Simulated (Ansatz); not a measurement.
**Lattice vibrations of TiAl at Γ at 5 GPa**

All numbers below come from Ansatz, DFT PBE, scalar-relativistic, plane waves, PAW. Cutoff 420 eV, 16×16×10 k-points (Γ-centred), Fermi-Dirac smearing of 0.15 eV. No spin polarisation. Phonons by linear response, acoustic sum rule imposed.

The cell, relaxed at 5 GPa:
```xyz
2
Lattice="2.7873 0.0000 0.0000 0.0000 2.7873 0.0000 0.0000 0.0000 4.0195" Properties=species:S:1:pos:R:3 pbc="T T T"
Ti    0.0000    0.0000    0.0000
Al    1.3937    1.3937    2.0098
```

In a metal, frequencies and elastic constants depend on the k mesh and the smearing, soft modes and shear constants most. Other phases may be more stable at this pressure.

Optical modes at Γ; i marks an imaginary frequency:
```csv
frequency (cm⁻¹),degeneracy
276,2
327,1
```

All 3 optical modes at Γ are real: no displacement of atoms at fixed cell lowers the energy to second order. Strains and modes at other wave vectors aren't tested by this run.

Cost: 1 run of about 1.1 core-minutes, on AMD EPYC 7R43 (Zen 3) (shared hosts).